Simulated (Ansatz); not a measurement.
# CaF2: the cost of one run

Program: Ansatz 0.2.0. Level of theory: DFT PBE, scalar-relativistic, plane waves, PAW. These are calculated values, not measurements.

2 further runs of the same task are left out: 2 set aside as unsound or not needed.

## Step 1: The system as given

It takes space group Fd-3m (No. 227, cubic). The conventional cell has a = 5.470 Å, b = 5.470 Å, c = 5.470 Å, α = 90.00°, β = 90.00°, γ = 90.00°. Si (site symmetry -43m) has 4 Si at 2.37 Å as nearest neighbours.

Structure file:

```xyz
2
Lattice="0.0000 2.7349 2.7349 2.7349 0.0000 2.7349 2.7349 2.7349 0.0000" Properties=species:S:1:pos:R:3 pbc="T T T"
Si    2.7349    2.7349    2.7349
Si    4.1023    4.1023    4.1023
```

This cell was relaxed beforehand with the same method: volume 20.46 Å³/atom, gap on the mesh 0.62 eV.

## Step 2: The film's bulk: CaF2

Relaxed beforehand at this level: -1146.6036 eV/atom, gap on the mesh 7.14 eV.

```
CELL_PARAMETERS angstrom
0.00000 2.75522 2.75522
2.75522 0.00000 2.75522
2.75522 2.75522 0.00000
ATOMIC_POSITIONS crystal
Ca 0.00000 0.00000 0.00000
F 0.25000 0.25000 0.25000
F 0.75000 0.75000 0.75000
```

Bulk energy of Si, the base, on matching settings, from an earlier run: -635.8098 eV/atom.

## Step 3: CaF2 strained to the base's plane

The (111) plane of CaF2 is fitted to the (111) plane of Si, a strain of -0.7 % along x and -0.7 % along y; the third vector and the atoms relax.

The input, input.yaml:

```yaml
crystal:
  lattice:
    - [3.8677060746, 0.0, 0.0]
    - [-1.9338530373, 3.349531715, 0.0]
    - [-1.9338530373, 1.1165105717, 3.2098626804]
  atoms:
    - { symbol: Ca, position: [0.0, 0.0, 0.0] }
    - { symbol: F, position: [0.25, 0.75, 0.75] }
    - { symbol: F, position: [0.75, 0.25, 0.25] }
basis:
  ecutwfc: 420
kpoints:
  mp_grid: { grid: [9, 9, 8] }
hamiltonian:
  xc: pbe
scf:
  occupations: { method: gaussian, width: 0.02 }
output:
  forces: true
  stress: true
  eigenvalues: true
relax:
  adjacent_minimum: "off"
  f_tol: 0.01
  max_steps: 50
  cell: { fix: [a, b, gamma], stress_tol: 0.1 }
```

Command:

```sh
$ ansatz run input.yaml --threads 4 --pin off --max-ram 10240MiB --backend cpu --events-out ev --progress --plain --runs-dir out
```

Q: Estimate wall time and peak memory on 4 threads of Intel Xeon 6975P-C (Granite Rapids), shared host.

About 6.9 s, with a peak of 0.45 GiB.
